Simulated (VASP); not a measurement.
In:

```
In
1.0
    -1.62547    1.62547    2.47370
     1.62547   -1.62547    2.47370
     1.62547    1.62547   -2.47370
In
1
Direct
  0.00000 0.00000 0.00000
```

* Program: VASP 6.6.1
* Task: relaxation of cell and atoms
* Functional: PBEsol
* Potentials or basis: VASP PAW PBE potentials, release 64 (In_d)
* Cutoff: 600 eV
* k mesh: 10 × 10 × 10
* Occupations: fermi-dirac, width 0.05 eV
* Spin: no spin polarisation

At the start: pressure -1.0 GPa; volume 26.14 Å³/atom.

Task: How do energy, volume and symmetry change on relaxing?

Result: Over 9 steps the energy falls by 13.2 meV/atom and the volume is 25.59 Å³/atom (-2.1 %); space group Fm-3m (No. 225, to 0.05 Å).

The path:
```tsv
step	energy change (eV)	largest force (eV/Å)	pressure (GPa)	volume (Å³)
1	0.0000	0.0000	-1.02	26.14
2	-0.0074	0.0000	0.14	25.52
3	-0.0088	0.0000	0.89	25.20
4	-0.0128	0.0000	0.08	25.46
5	-0.0131	0.0000	0.00	25.52
6	-0.0132	0.0000	-0.32	25.63
7	-0.0132	0.0000	0.12	25.57
8	-0.0132	0.0000	-0.12	25.60
9	-0.0132	0.0000	-0.11	25.59
```

Final structure:
```yaml
crystal:
  lattice:
    - [-1.65269, 1.65269, 2.34253]
    - [1.65269, -1.65269, 2.34253]
    - [1.65269, 1.65269, -2.34253]
  atoms:
    - { symbol: In, position: [0.00000, 0.00000, 0.00000] }
```

Caveat: the PAW data sets were made with another functional, which shifts forces and pressure a little.
